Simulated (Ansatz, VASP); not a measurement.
## Be in VASP and in Ansatz

File INCAR:

```
  PREC = Accurate
  ENCUT = 520
  EDIFF = 1E-6
  ISMEAR = -1
  SIGMA = 0.1
  LREAL = False
  LASPH = True
  NELM = 80
  ALGO = Normal
  ISIF = 2
  LWAVE = False
  LCHARG = False
  GGA = B5
  ALDAX = 1.0
  AGGAX = 1.0
  AGGAC = 1.0
  ALDAC = 0.0
  NBANDS = 7
```

The input KPOINTS:

```
regular mesh
0
Gamma
  19 19 19
```

POSCAR

```
Be
1.0
    0.0000000000      1.6409146248      1.6409146248
    1.6409146248      0.0000000000      1.6409146248
    1.6409146248      1.6409146248      0.0000000000
Be
1
Direct
    0.0000000000      0.0000000000      0.0000000000
```

Input for Ansatz:

```yaml
crystal:
  lattice:
    - [0.0, 1.6409146248, 1.6409146248]
    - [1.6409146248, 0.0, 1.6409146248]
    - [1.6409146248, 1.6409146248, 0.0]
  atoms:
    - { symbol: Be, position: [0.0, 0.0, 0.0] }
hamiltonian:
  xc: blyp
  pseudopotentials:
    kind: paw
    azcp:
      Be: "pseudopotentials/Be.paw.azcp"
basis:
  ecutwfc: 420
  fft_grid_basis: typed
kpoints:
  mp_grid: { grid: [19, 19, 19], shift: [0, 0, 0] }
magnetization:
  spin_polarized: false
scf:
  occupations: { method: fermi_dirac, width: 0.1 }
  lower_state_search: "off"
output:
  stress: true
  write_density: true
  write_potential: true
  elf: true
  volumetric_format: npy
```

Alike in both runs: task single point; functional BLYP; k mesh 19 × 19 × 19; occupations fermi-dirac, width 0.1 eV; no spin polarisation.

|  | VASP | Ansatz |
| --- | --- | --- |
| version | VASP 6.6.1 | Ansatz 0.2.0 |
| potentials or method | VASP PAW PBE potentials, release 64 (Be) | plane waves (420 eV) with PAW, scalar-relativistic |
| plane-wave cutoff (eV) | 520 | 420 |
| valence electrons in the cell | 2 | 2 |

|  | VASP | Ansatz | Ansatz less VASP |
| --- | --- | --- | --- |
| pressure (GPa) | -10.8 | -10.9 | -0.08 |

Caveats: the PAW data sets were made with another functional, which shifts forces and pressure a little (VASP).
